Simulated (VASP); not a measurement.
GaSb (zincblende), r²SCAN single-point calculation: Ansatz's output and VASP's

```cif
data_structure
_symmetry_space_group_name_H-M 'P 1'
_symmetry_Int_Tables_number 1
_cell_length_a 4.3358
_cell_length_b 4.3358
_cell_length_c 4.3358
_cell_angle_alpha 60.000
_cell_angle_beta 60.000
_cell_angle_gamma 60.000
_cell_volume 57.64
loop_
_atom_site_label
_atom_site_type_symbol
_atom_site_fract_x
_atom_site_fract_y
_atom_site_fract_z
_atom_site_occupancy
Ga1 Ga 0.00000 0.00000 0.00000 1
Sb1 Sb 0.25000 0.25000 0.25000 1
```

Ansatz printed

```
SCF 1 converged in 6 iterations: F = -10289.860444 eV  dr2 = 1.80e-8
  greatest PAW one-centre occupation: 0.993 electrons in one spin orbital (limit 2), on the Ga atom at site 0 (counted from 0), in its partial waves of l = 2
NSCF: frozen V_eff on 6 k-points
SCF converged after 6 iterations
Free energy (F): -10289.860444 eV
Harris-Foulkes:  -10289.860444 eV  (|F-HF|=2.95e-9)
Internal energy: -10289.860444 eV  (E = F + TS)
E sigma→0 (E₀):  -10289.860444 eV
Entropy (-TS):   -0.000000 eV (-0.000 meV/atom)
Fermi energy:    7.650658 eV
--- Per-component energies (eV) ---
  E_band       = -281.681809
  E_kinetic    = 321.383922
  E_local      = -3925.983070  (includes V_loc(G=0)·N_el)
  E_nonlocal   = 790.256194
  E_hartree    = 1808.725277
  E_xc         = -189.224692
  E_vxc        = -161.620172  (∫ρ·V_xc dr)
  E_paw        = -6606.547374  (= ΣΔE_a)
  E_vpaw       = -933.222568  (= ΣTr[D̂ρ^β])
  E_aug_tail   = -0.000046  (compensation charges beyond the density's cutoff)
  E_vtau       = 10.060808  (kinetic-family band-sum trace: ∫τ·v_τ [+ j·A + Jᵃ·Aᵃ] dr)
  E_ewald      = -2488.323623
  E_core_change = -0.147033  (= ΣΔE_core)
  E_smearing   = -0.000000  (= −TS)
  E_closure    = -0.000000  (closes the sum)
  Σ components = -10289.860444   (vs F -10289.860444, Δ=0.00e0)
--- Forces (eV/Å), atoms counted from 1 ---
  atom   1  Ga     0.00000000    -0.00000000     0.00000000
  atom   2  Sb    -0.00000000     0.00000000     0.00000000
  max |Σ_I F_I| component: 7.40e-17 eV/Å
--- Stress (GPa, compression-positive) ---
       -0.000728      -0.000000      -0.000000
        0.000000      -0.000728       0.000000
        0.000000       0.000000      -0.000728
  P = ⅓ Tr σ = -0.0007 GPa (-0.007 kbar)
--- Band table (eV; the first three rows and the last of 29) ---
  k-point 0: bands = ["-22.0508", "-22.0508", "-22.0508", "-22.0263", "-22.0263", "-8.0336", "-8.0336", "-8.0336", "-7.9782", "-7.9782", "-4.4444", "7.4325", "7.4325", "7.4325", "7.8468", "10.4271", "10.4271", "10.4271"]
  k-point 1: bands = ["-22.0506", "-22.0503", "-22.0503", "-22.0262", "-22.0262", "-8.0381", "-8.0316", "-8.0316", "-7.9784", "-7.9784", "-4.2767", "5.4725", "7.1719", "7.1719", "8.7435", "10.7873", "10.7873", "11.1591"]
  k-point 2: bands = ["-22.0503", "-22.0491", "-22.0491", "-22.0259", "-22.0259", "-8.0488", "-8.0270", "-8.0270", "-7.9788", "-7.9788", "-3.7992", "3.3523", "6.7061", "6.7061", "8.5202", "11.3338", "11.3338", "13.0597"]
  k-point 28: bands = ["-22.0500", "-22.0481", "-22.0440", "-22.0268", "-22.0241", "-8.0759", "-8.0135", "-8.0086", "-7.9845", "-7.9789", "-1.8227", "0.5760", "3.9912", "4.2192", "11.4327", "12.0606", "12.2425", "12.5475"]
```

Each program uses its own PAW datasets. VASP's cell holds 18 valence electrons and Ansatz's 28. Ansatz's stress includes a Pulay correction; VASP's doesn't.

**Question.** What does VASP give for the same cell and level of theory?

**Answer.** gap between bands v and c 0.40 eV; least direct gap 0.40 eV; pressure 0.1 GPa.

From OUTCAR

```
k-points           NKPTS =     29   k-points in BZ     NKDIM =     29   number of bands    NBANDS=     16

   NELECT =      18.0000    total number of electrons

   dimension x,y,z NGX =    32 NGY =   32 NGZ =   32
   dimension x,y,z NGXF=    64 NGYF=   64 NGZF=   64

  energy-cutoff  :      520.00
  volume of cell :       57.64
      direct lattice vectors                 reciprocal lattice vectors
     0.000000000  3.065878800  3.065878800    -0.163085377  0.163085377  0.163085377
     3.065878800  0.000000000  3.065878800     0.163085377 -0.163085377  0.163085377
     3.065878800  3.065878800  0.000000000     0.163085377  0.163085377 -0.163085377

 k-points in reciprocal lattice and weights: KPOINTS created by Atomic Simulation Env
   0.00000000  0.00000000  0.00000000       0.002
   0.12500000  0.00000000  0.00000000       0.016
   0.25000000  0.00000000  0.00000000       0.016
   0.37500000  0.00000000  0.00000000       0.016
   0.50000000  0.00000000  0.00000000       0.008
   0.12500000  0.12500000  0.00000000       0.012
   0.25000000  0.12500000  0.00000000       0.047
   0.37500000  0.12500000  0.00000000       0.047
   ...

 E-fermi :   4.8267

 k-point     1 :       0.0000    0.0000    0.0000
  band No.  band energies     occupation
      1     -10.8691      2.00000
      2     -10.8691      2.00000
      3     -10.8691      2.00000
      4     -10.8132      2.00000
      5     -10.8132      2.00000
      6      -7.2668      2.00000
      7       4.6165      1.99995
      8       4.6166      1.99995
      9       4.6166      1.99995
     10       5.0148      0.00016
     11       7.5988      0.00000
     12       7.5989      0.00000
     13       7.5989      0.00000
     14      10.9603      0.00000
     15      13.6232      0.00000
     16      13.6232      0.00000

 k-point     2 :       0.1250    0.0000    0.0000
  band No.  band energies     occupation
      1     -10.8735      2.00000
      2     -10.8672      2.00000
      3     -10.8672      2.00000
      4     -10.8133      2.00000
      5     -10.8133      2.00000
      6      -7.0992      2.00000
      7       2.6487      2.00000
      8       4.3548      2.00000
      9       4.3549      2.00000
     10       5.9151      0.00000
     11       7.9588      0.00000
     12       7.9589      0.00000
     13       8.3316      0.00000
     14      11.7796      0.00000
     15      12.8528      0.00000
     16      12.8528      0.00000

 k-point     3 :       0.2500    0.0000    0.0000
  band No.  band energies     occupation
      1     -10.8840      2.00000
      2     -10.8628      2.00000
      3     -10.8628      2.00000
      4     -10.8135      2.00000
      5     -10.8135      2.00000
      6      -6.6219      2.00000
      7       0.5257      2.00000
      8       3.8877      2.00000
      9       3.8878      2.00000
     10       5.6909      0.00000
     11       8.5035      0.00000
     12       8.5036      0.00000
     13      10.2291      0.00000
     14      12.3337      0.00000
     15      12.6393      0.00000
     16      12.6393      0.00000

 k-point     4 :       0.3750    0.0000    0.0000
  band No.  band energies     occupation
      1     -10.8941      2.00000
      2     -10.8590      2.00000
      3     -10.8589      2.00000
      4     -10.8132      2.00000
      5     -10.8132      2.00000
      6      -5.9594      2.00000
      7      -1.1794      2.00000
      8       3.5381      2.00000
      9       3.5381      2.00000
     10       5.3939      0.00000
     11       8.6518      0.00000
     12       8.6519      0.00000
     13      11.6614      0.00000
     14      12.6484      0.00000
     15      13.6425      0.00000
     16      13.6425      0.00000

 k-point     5 :       0.5000    0.0000    0.0000
  band No.  band energies     occupation
      1     -10.8982      2.00000
      2     -10.8576      2.00000
      3     -10.8575      2.00000
      4     -10.8129      2.00000
      5     -10.8129      2.00000
      6      -5.5631      2.00000
      7      -1.9303      2.00000
      8       3.4137      2.00000
      9       3.4137      2.00000
     10       5.2844      0.00000
     11       8.6300      0.00000
     12       8.6300      0.00000
     13      11.5421      0.00000
     14      14.5516      0.00000
     15      15.0935      0.00000
     16      15.0935      0.00000

 k-point     6 :       0.1250    0.1250    0.0000
  band No.  band energies     occupation
      1     -10.8770      2.00000
      2     -10.8654      2.00000
      3     -10.8654      2.00000
      4     -10.8146      2.00000
      5     -10.8125      2.00000
      6      -7.0426      2.00000
      7       2.6156      2.00000
      8       3.9165      2.00000
      9       3.9165      2.00000
     10       6.5370      0.00000
     11       7.3738      0.00000
     12       8.5900      0.00000
     13       8.5901      0.00000
     14      11.8181      0.00000
     15      12.0500      0.00000
     16      13.8348      0.00000

 ...

  Total        0.0355313      0.0355313      0.0355313      0.0000000      0.0000000      0.0000000
  in kB        0.9877027      0.9877027      0.9877027      0.0000000      0.0000000      0.0000000
  external PRESSURE =       0.9877027 kB  Pullay stress =       0.0000000 kB

 POSITION                                       TOTAL-FORCE (eV/Angst)
 -----------------------------------------------------------------------------------
      0.00000      0.00000      0.00000         0.000000      0.000000      0.000000
      1.53294      1.53294      1.53294        -0.000000     -0.000000     -0.000000
 -----------------------------------------------------------------------------------
    total drift:                               -0.000002     -0.000002     -0.000002

  FREE ENERGIE OF THE ION-ELECTRON SYSTEM (eV)
  ---------------------------------------------------
  free  energy   TOTEN  =       -37.6005988498 eV

  energy  without entropy=      -37.6005987092  energy(sigma->0) =      -37.60059878
```
